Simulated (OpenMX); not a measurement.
GaP under changes of volume

One of the cells (20.645 Å³/atom); the others are scaled copies at fixed shape and fractional positions:

```
Ga P
1.0
     0.00000    2.74330    2.74330
     2.74330    0.00000    2.74330
     2.74330    2.74330    0.00000
Ga P
1 1
Direct
  0.00000 0.00000 0.00000
  0.75000 0.75000 0.75000
```

```yaml
Program: OpenMX 3.8.5
Functional: PBE
Potentials_or_basis: OpenMX 2013 PBE set, Ga7.0-s3p2d2, P7.0-s2p2d1f1, fixed grid of 42 × 42 × 42 points
k_mesh: 9 × 9 × 9
Occupations: fermi-dirac, width 0.05 eV
Spin: no spin polarisation
```

```csv
volume (Å³/atom),energy over the lowest point (meV/atom),gap on the mesh (eV)
19.026,?,?
19.431,45.21,1.62
19.836,26.96,1.65
20.645,4.88,1.69
21.050,0.66,1.62
21.455,0.00,1.46
```

**Question.** What does the run at 19.026 Å³/atom give?

**Answer.** Energy over the lowest point 69.43 meV/atom; gap on the mesh 1.58 eV.

Worked out: A Birch-Murnaghan fit of order 3 (a polynomial in V^(-2/3)) to the other rows has its minimum at 21.31 Å³/atom with B0 = V·E''(V) = 77 GPa and B' = 3.4. It gives 69.02 meV/atom at 19.026 Å³/atom, against the run's 69.43. A parabola through the other rows of the gap, of slope 8.13 eV per unit of ln V there, extrapolates to 1.46 eV, against the run's 1.58.

Energies are extrapolated to zero smearing.

Caveats: the basis has few d functions beyond the semicore shells, which can make volumes several per cent too large; an odd mesh through Γ misses points on the zone boundary, where band edges often lie; the basis of atomic orbitals isn't converged, which shifts pressures, moduli and gaps. Spin-orbit coupling on Ga is left out.
